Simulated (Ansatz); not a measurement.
# HgTe under pressure

Level of theory: Ansatz 0.2.0, DFT r2SCAN, scalar-relativistic, plane waves, PAW. Settings: 500 eV cutoff, 12×12×12 k-mesh, Gaussian smearing of 0.10 eV, no spin polarisation.

Starting point, cell and atoms relaxed:

```
Hg Te
1.0
     0.00000    3.28641    3.28641
     3.28641    0.00000    3.28641
     3.28641    3.28641    0.00000
Hg Te
1 1
Cartesian
  0.0000 0.0000 0.0000
  1.6432 1.6432 1.6432
```

Cell and atoms are relaxed at each pressure within the symmetry of the start, at zero temperature, so transitions that lower the symmetry aren't seen. The k-mesh given is that at zero pressure and may differ at others. a, b and c are the lengths of the cell vectors above. ΔH is E + PV over the energy at zero pressure. Gaps are generalised Kohn–Sham gaps over the whole zone.

Spin-orbit coupling is left out, which matters for the bands and energies of heavy elements.

| P (GPa) | V (Å³/atom) | V/V0 | a (Å) | b (Å) | c (Å) | ΔH (eV/atom) | gap (eV) |
| --- | --- | --- | --- | --- | --- | --- | --- |
| -2 | 37.62 | 1.060 | 4.739 | 4.739 | 4.739 | -0.455 | metal |
| 0 | 35.49 | 1.000 | 4.648 | 4.648 | 4.648 | 0.000 | metal |
| 2 | 33.98 | 0.957 | 4.581 | 4.581 | 4.581 | 0.433 | metal |
| 5 | ? | ? | ? | ? | ? | ? | ? |
| 10 | 30.12 | 0.849 | 4.400 | 4.400 | 4.400 | 2.022 | metal |
| 20 | ? | ? | ? | ? | ? | ? | ? |
| 40 | 24.25 | 0.683 | 4.093 | 4.093 | 4.093 | 7.014 | 0.51 |

Task: What stands in the row for 5 GPa?

Result: V 32.20 Å³/atom; V/V0 0.907; a 4.499 Å; b 4.499 Å; c 4.499 Å; ΔH 1.051 eV/atom; gap metal.

Task: What stands in the row for 20 GPa?

Result: V 27.40 Å³/atom; V/V0 0.772; a 4.263 Å; b 4.263 Å; c 4.263 Å; ΔH 3.810 eV/atom; gap 0.18 eV.